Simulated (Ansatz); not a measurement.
## Ga: stiffness from a series of strains

```xyz
1
Lattice="-1.4040 1.4040 2.2290 1.4040 -1.4040 2.2290 1.4040 1.4040 -2.2290" Properties=species:S:1:pos:R:3 pbc="T T T"
Ga    0.0000    0.0000    0.0000
```

The cell is COD entry 9012723, as deposited and not checked against the literature; nothing was relaxed.

These are results of Ansatz 0.2.0, DFT, LDA, all-electron LAPW, scalar-relativistic, not measurements.

Sampling and basis: a Γ-centred 14×14×16 k mesh, Fermi–Dirac smearing of 0.05 eV, basis error target 0.25 meV/atom, no spin polarisation; this mesh doesn't keep the crystal's whole symmetry, which leaves small spurious terms.

The strain is applied along the Cartesian axes of the cell as listed (the other components stay zero). Fractional coordinates are held (clamped ions).

σ is the change of stress from the unstrained cell, which is at -1.64 GPa; tension is positive, so slopes are stress–strain coefficients at that pressure. In a metal the k mesh adds noise.

Only quantities that a quadratic follows smoothly over the whole series are listed; rougher ones are left out.

```
    εzz  σzz (GPa)  σxx (GPa)
-0.0300      -2.42      -1.65
-0.0100      -0.67      -0.53
 0.0000       0.00       0.00
 0.0100       0.71       0.44
 0.0200       1.16       0.91
 0.0300       1.44       1.44
```

Question: Fit the series and read off the stiffness at zero strain.

Answer: Least-squares fits y = p0 + p1 x + p2 x² to the rows give σzz (GPa): p1 = 65.2, p2 = -600; σxx (GPa): p1 = 50.8, p2 = -93. So C33 = 65 GPa and C13 = 51 GPa, for these axes.

Question: One run, at εzz = -0.0200, is withheld. Predict its row.

Answer: The fits give -1.48, -1.08; the run gave -1.52, -1.07.
